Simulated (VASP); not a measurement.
# HfC (Fm-3m) in VASP: a series of runs, part 2 of 2

VASP 6.6.1. Earlier steps stand in the parts before.

**3. Relaxation of cell and atoms, optB88-vdW**

Contents of INCAR:

```
SYSTEM = HfC
PREC = Accurate
ENCUT = 600
EDIFF = 1E-6
ISMEAR = -1
SIGMA = 0.05
LREAL = .False.
LASPH = .True.
NELM = 80
ALGO = Fast
ISIF = 3
LWAVE = .False.
LCHARG = .False.
GGA = BO
LUSE_VDW = .True.
AGGAC = 0.0
PARAM1 = 0.1833333333
PARAM2 = 0.22
IBRION = 2
NSW = 60
EDIFFG = -0.02
```

Contents of KPOINTS:

```
regular mesh
0
Gamma
  10 10 10
  0 0 0
```

Contents of POSCAR:

```
HfC
1.0
    0.0000000000      2.3250000000      2.3250000000
    2.3250000000      0.0000000000      2.3250000000
    2.3250000000      2.3250000000      0.0000000000
Hf C
1 1
Direct
    0.5000000000      0.5000000000      0.5000000000
    0.0000000000      0.0000000000      0.0000000000
```

Potentials or basis: VASP PAW PBE potentials, release 64 (Hf_pv, C).

Run with:

```console
> cat potpaw_PBE.64/Hf_pv/POTCAR potpaw_PBE.64/C/POTCAR > POTCAR
> mpirun -np 1 vasp_std > vasp.out
```

OUTCAR:

```text
SYSTEM = HfC
   PREC = Accurate
   ENCUT = 600
   EDIFF = 1E-6
   ISMEAR = -1
   LREAL = .False.
   LASPH = .True.
   NELM = 80
   ISIF = 3
   GGA = BO
   IBRION = 2
   NSW = 60
   EDIFFG = -0.02

 ion  position               nearest neighbor table
   1  0.500  0.500  0.500-   2 2.33   2 2.33   2 2.33   2 2.33   2 2.33   2 2.33
   2  0.000  0.000  0.000-   1 2.33   1 2.33   1 2.33   1 2.33   1 2.33   1 2.33

  LATTYP: Found a face centered cubic cell.
 ALAT       =     4.6500000000

  Lattice vectors:

 A1 = (   0.0000000000,   2.3250000000,   2.3250000000)
 A2 = (   2.3250000000,   0.0000000000,   2.3250000000)
 A3 = (   2.3250000000,   2.3250000000,   0.0000000000)

Analysis of symmetry for initial positions (statically):
=====================================================================
 Subroutine PRICEL returns:
 Original cell was already a primitive cell.

 Routine SETGRP: Setting up the symmetry group for a
 face centered cubic supercell.

 Subroutine GETGRP returns: Found 48 space group operations
 (whereof 48 operations were pure point group operations)
 out of a pool of 48 trial point group operations.

The static configuration has the point symmetry O_h .

Analysis of symmetry for dynamics (positions and initial velocities):
=====================================================================
 Subroutine PRICEL returns:
 Original cell was already a primitive cell.

 Routine SETGRP: Setting up the symmetry group for a
 face centered cubic supercell.

 Subroutine GETGRP returns: Found 48 space group operations
 (whereof 48 operations were pure point group operations)
 out of a pool of 48 trial point group operations.

The dynamic configuration has the point symmetry O_h .

 Subroutine INISYM returns: Found 48 space group operations
 (whereof 48 operations are pure point group operations),
 and found     1 'primitive' translations

[... 135 lines left out ...]

--------------------------------------- Ionic step        1  -------------------------------------------

 number of electron      14.0000000 magnetization

 Free energy of the ion-electron system (eV)
  ---------------------------------------------------
  ext. energy  EPLUGINS =         0.00000000
  ---------------------------------------------------
  free energy    TOTEN  =       -17.44260842 eV

  energy without entropy =      -17.43986331  energy(sigma->0) =      -17.44123586

------------------------ aborting loop because EDIFF is reached ----------------------------------------

  FORCE on cell =-STRESS in cart. coord.  units (eV):
  Direction    XX          YY          ZZ          XY          YZ          ZX
  --------------------------------------------------------------------------------------
  -------------------------------------------------------------------------------------
  Total       -0.0645713     -0.0645713     -0.0645713     -0.0000000     -0.0000000      0.0000000
  in kB       -4.1157715     -4.1157715     -4.1157715     -0.0000000     -0.0000000      0.0000000
  external PRESSURE =      -4.1157715 kB  Pullay stress =       0.0000000 kB
[... 63 lines left out ...]
--------------------------------------- Ionic step        3  -------------------------------------------

 number of electron      14.0000000 magnetization

 Free energy of the ion-electron system (eV)
  ---------------------------------------------------
  ext. energy  EPLUGINS =         0.00000000
  ---------------------------------------------------
  free energy    TOTEN  =       -17.44266429 eV

  energy without entropy =      -17.43992706  energy(sigma->0) =      -17.44129568

 E-fermi :   5.9161     XC(G=0): -12.2470

 val. band max:        5.8893312792   @ k =   0.2000   0.2000   0.0000
 cond. band min:       6.0308894022   @ k =   0.1000   0.1000   0.0000
 fundamental gap:      0.1415581230
 Fermi energy:         5.9160867439

 k-point     1 :       0.0000    0.0000    0.0000
  band No.  band energies     occupation
      1     -23.8041      2.00000
      2     -23.8041      2.00000
      3     -23.8041      2.00000
      4      -6.3612      2.00000
      5       6.8692      0.00000
      6       6.8692      0.00000
      7       6.8692      0.00000
      8       7.2612      0.00000
      9       7.2612      0.00000
     10       7.2612      0.00000
     11       9.2543      0.00000
[... 309 lines left out ...]
 k-point    24 :       0.4000    0.3000    0.0000
  band No.  band energies     occupation
      1     -24.2880      2.00000
      2     -23.9990      2.00000
      3     -23.9787      2.00000
      4      -4.3073      2.00000
      5       2.2229      2.00000
      6       4.1280      2.00000
      7       5.1778      2.00000
      8       6.1111      0.03969
      9      11.1978      0.00000
     10      12.1672      0.00000
     11      12.3000      0.00000

 [... further k-points ...]

------------------------ aborting loop because EDIFF is reached ----------------------------------------

  FORCE on cell =-STRESS in cart. coord.  units (eV):
  Direction    XX          YY          ZZ          XY          YZ          ZX
  --------------------------------------------------------------------------------------
  -------------------------------------------------------------------------------------
  Total       -0.0001766     -0.0001766     -0.0001766      0.0000000      0.0000000      0.0000000
  in kB       -0.0112751     -0.0112751     -0.0112751      0.0000000      0.0000000      0.0000000
  external PRESSURE =      -0.0112751 kB  Pullay stress =       0.0000000 kB
[... 21 lines left out ...]
  energy  without entropy=      -17.4399270634  energy(sigma->0) =      -17.44129568

Total vdW correction in eV:      1.6204977

 reached required accuracy - stopping structural energy minimisation
```

OSZICAR:

```text
N       E                     dE             d eps       ncg     rms          rms(c)
DAV:   1     0.299311838209E+02    0.29931E+02   -0.89949E+03  1034   0.140E+03
DAV:   2    -0.189483640244E+02   -0.48880E+02   -0.45732E+02  1320   0.229E+02
[... 23 lines left out ...]
DAV:   1    -0.174430322687E+02   -0.53411E-03   -0.10008E-02  1067   0.970E-01    0.293E-01
RMM:   2    -0.174427641328E+02    0.26814E-03   -0.31794E-04  1034   0.173E-01    0.181E-01
RMM:   3    -0.174426624457E+02    0.10169E-03   -0.33733E-04  1034   0.157E-01    0.827E-02
RMM:   4    -0.174426631839E+02   -0.73827E-06   -0.27841E-05  1036   0.552E-02    0.255E-02
RMM:   5    -0.174426642009E+02   -0.10170E-05   -0.87090E-06   961   0.276E-02    0.433E-03
RMM:   6    -0.174426642947E+02   -0.93790E-07   -0.13069E-06   650   0.114E-02
   3 F= -.17442664E+02 E0= -.17441296E+02  d E =-.558776E-04
```

It took 2.3 min on 1 thread of Intel Xeon Platinum 8259CL at 2.50GHz (Skylake/Cascade Lake), shared host; peak memory 0.34 GiB.

What came out:

* Free energy: -17.4427 eV
* Relaxed volume: 12.55 Å³/atom
* Relaxed cell: a = 3.286 Å, b = 3.286 Å, c = 3.286 Å, α = 60.00°, β = 60.00°, γ = 60.00°
* Space group after relaxing (to 0.05 Å): Fm-3m (No. 225)
* Energy gained by relaxing: 0.0 meV/atom
* Ionic steps: 3
* Pressure after relaxing: 0.0 GPa
* Band gap on the k mesh: none (metal or under the smearing width)

Final structure:
```
Hf C
1.0
     0.00000    2.32362    2.32362
     2.32362    0.00000    2.32362
     2.32362    2.32362    0.00000
Hf C
1 1
Direct
  0.50000 0.50000 0.50000
  0.00000 0.00000 0.00000
```

Levels at points of the mesh, in eV from the Fermi level:
| k point | band 5 | band 6 | band 7 | band 8 | band 9 | band 10 |
| --- | --- | --- | --- | --- | --- | --- |
| (0.00, 0.00, 0.00) | 0.95 | 0.95 | 0.95 | 1.35 | 1.35 | 1.35 |
| (0.50, 0.00, 0.00) | -6.10 | -3.02 | -3.02 | 5.20 | 5.20 | 5.69 |
| (0.50, 0.50, 0.00) | -2.54 | -1.75 | -0.12 | -0.12 | 5.22 | 6.58 |

Caveat: the PAW data sets were made with another functional, which shifts forces and pressure a little.

**4. The reference run**

An earlier run on the cell as given: functional PBE; potentials or basis VASP PAW PBE potentials, release 64 (Hf_pv, C); cutoff 520 eV; k mesh 10 × 10 × 10; occupations fermi-dirac, width 0.05 eV; no spin polarisation.

* Pressure: -0.4 GPa
* Band gap on the k mesh: none (metal or under the smearing width)

**5. Summary**

```tsv
task	level	cell	cutoff (eV)	gap on the mesh (eV)	pressure (GPa)	relaxed volume (Å³/atom)
relaxation of cell and atoms	optPBE-vdW	relaxed	600	none	0.0	12.66
relaxation of cell and atoms	optB88-vdW	relaxed	600	none	0.0	12.55
single point	PBE	as given	520	none	-0.4	-
```

Alike in all rows: potentials or basis VASP PAW PBE potentials, release 64 (Hf_pv, C); no spin polarisation; k mesh 10 × 10 × 10; smearing fermi-dirac 0.05 eV.

Caveats: the PAW data sets were made with another functional, which shifts forces and pressure a little (some runs).

Absolute energies hang on the potentials; compare differences alone.
